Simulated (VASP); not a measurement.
A run of VASP 6.6.1 is set up as follows.

File INCAR:

```
ALGO = Normal ; EDIFF = 1E-7
EDIFFG = -0.002 ; ENCUT = 520
GGA = PS ; IBRION = 2
ISIF = 3 ; ISMEAR = 0
KPAR = 4 ; LASPH = T
LCHARG = F ; LREAL = F
LWAVE = F ; NELM = 60
NSW = 80 ; PREC = Accurate
PSTRESS = 750.0 ; SIGMA = 0.1
```

The input KPOINTS:

```
k-points
0
Gamma
  3 3 4
```

The input POSCAR:

```
Hf                                      
1.0
    4.3651811724      0.0000000000      0.0000000000
   -2.1825905862      3.7803577980      0.0000000000
    0.0000000000      0.0000000000      2.7371777299
  Hf            
     3
Direct
     0.6666666699999979    0.3333333300000021    0.5000000000000000
     0.3333333300000021    0.6666666699999979    0.5000000000000000
     0.0000000000000000    0.0000000000000000    0.0000000000000000
```

Potentials or basis: VASP PAW PBE potentials, release 64 (Hf_pv).

The run is started by

```console
$ cat potpaw_PBE.64/Hf_pv/POTCAR > POTCAR
$ mpirun -np 4 vasp_std > vasp.out
```

(1) Estimate the band gap on the k mesh.

Answers

(1) none (metal or under the smearing width).

Caveat: the k mesh is coarse (spacing up to 0.57 Å⁻¹), so the values aren't converged; the relaxation stopped at its first step, so nothing moved.
